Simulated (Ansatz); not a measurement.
## Structure relaxation of Cr

The calculation used DFT PBEsol, scalar-relativistic, plane waves, PAW (Ansatz 0.2.0). Cutoff 420 eV, Γ-centred k mesh, Gaussian smearing, no spin polarisation in the final step.

The start puts Cr on the iodine structure type (Cmce, No. 64), at a guessed volume.

```
Cr
1.0
     2.48834   -1.64460    0.00000
     2.48834    1.64460    0.00000
     0.00000    0.00000    6.70874
Cr
4
Direct
  0.85000 0.15000 0.11700
  0.65000 0.35000 0.61700
  0.15000 0.85000 0.88300
  0.35000 0.65000 0.38300
```

Cell and atoms relax at zero pressure; the relaxation can't lower the symmetry of the start. After a coarse first stage the cell is made exact in the group found at 0.06 Å.

Problem. What does it relax into?

Solution. It ends in Im-3m (No. 229). The result has the bcc structure. Conventional cell: a = 2.814 Å. Cr has 8 Cr at 2.44 Å and 6 Cr at 2.81 Å.

```xyz
1
Lattice="-1.4072 1.4072 1.4072 1.4072 -1.4072 1.4072 1.4072 1.4072 -1.4072" Properties=species:S:1:pos:R:3 pbc="T T T"
Cr    0.0000    0.0000    0.0000
```

Problem. What are its volume, density and gap?

Solution. The volume per atom is 11.15 Å³ and the density is 7.75 g/cm³. The gap on the 28×28×28 mesh is 0 eV (a metal).

The final run used a 28×28×28 mesh on its 1-atom cell and 0.10 eV smearing. Symmetry constrained the relaxation, so the result can be a saddle point. The steps took roughly 110 core-seconds in all.